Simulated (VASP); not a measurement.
Runs of VASP 6.6.1 on V. Symmetry: Im-3m, No. 229, cubic system. Conventional cell: a = 3.029 Å, b = 3.029 Å, c = 3.029 Å, α = 90.00°, β = 90.00°, γ = 90.00°. V (site symmetry m-3m) is surrounded by 8 V at 2.62 Å. 

```tsv
task	level	potentials or basis	U	cell	k mesh	cutoff (eV)	smearing	LDAUTYPE	hund's J	k mesh for the DOS	occupations for the DOS	gap on the mesh (eV)	pressure (GPa)	moment (μB)	relaxed volume (Å³/atom)
relaxation of cell and atoms	MS2	VASP PAW PBE potentials, release 64 (V_sv)	-	relaxed	12 × 12 × 12	600	methfessel-paxton 0.1 eV	-	-	-	-	none	0.0	0.25	(c)
relaxation of cell and atoms	revPBE+D3	VASP PAW PBE potentials, release 64 (V_sv)	-	relaxed	12 × 12 × 12	600	fermi-dirac 0.05 eV	-	-	-	-	none	0.0	0.00	12.62
relaxation of cell and atoms	RPBE+D3	VASP PAW PBE potentials, release 64 (V_sv)	-	relaxed	12 × 12 × 12	600	fermi-dirac 0.05 eV	-	-	-	-	none	0.1	0.00	(b)
phonons	r2SCAN	VASP PAW PBE potentials, release 64 (V_sv)	-	relaxed	9 × 9 × 9	600	methfessel-paxton 0.1 eV	-	-	-	-	-	-	0.41	-
electric field gradients	PBEsol+U	VASP PAW PBE potentials, release 64 (V)	V d U = 6 eV, J = 1.0 eV	as given	12 × 12 × 12	500	tetrahedron	2	1	-	-	none	29.6	2.05	-
relaxation of cell and atoms	revPBE+D4	VASP PAW PBE potentials, release 64 (V_sv)	-	relaxed	12 × 12 × 12	600	fermi-dirac 0.05 eV	-	-	-	-	none	-0.1	0.00	13.25
atomic charges	r2SCAN+U	VASP PAW PBE potentials, release 64 (V_sv)	V d U = 4 eV, J = 1.0 eV	as given	12 × 12 × 12	520	fermi-dirac 0.02 eV	1	1	-	-	none	22.5	1.33	-
density of states	rev-vdW-DF2+U	VASP PAW PBE potentials, release 64 (V_sv)	V d U = 4 eV, J = 0.9 eV	as given	12 × 12 × 12	520	methfessel-paxton 0.2 eV	1	0.9	18 × 18 × 18	tetrahedron	-	-	(a)	-
```

Alike in all rows: spin collinear, ferromagnetic start.

Question: Estimate the missing entries.

Answer: (a) 0.92; (b) 12.91; (c) 13.23.

Caveats: the PAW data sets were made with another functional, which shifts forces and pressure a little; pairwise dispersion overbinds metals, which lowers pressure and volume (some runs); the U is typed as a test and isn't derived for this compound (some runs); a pressure of tens of GPa on the cell as given is suspect, and the run, the potentials or the cell itself is likely at fault (some runs).

A k mesh can miss the band edges.

A gap of «none» marks a metal or a gap under the smearing width.

Not every run made on this cell is shown here.
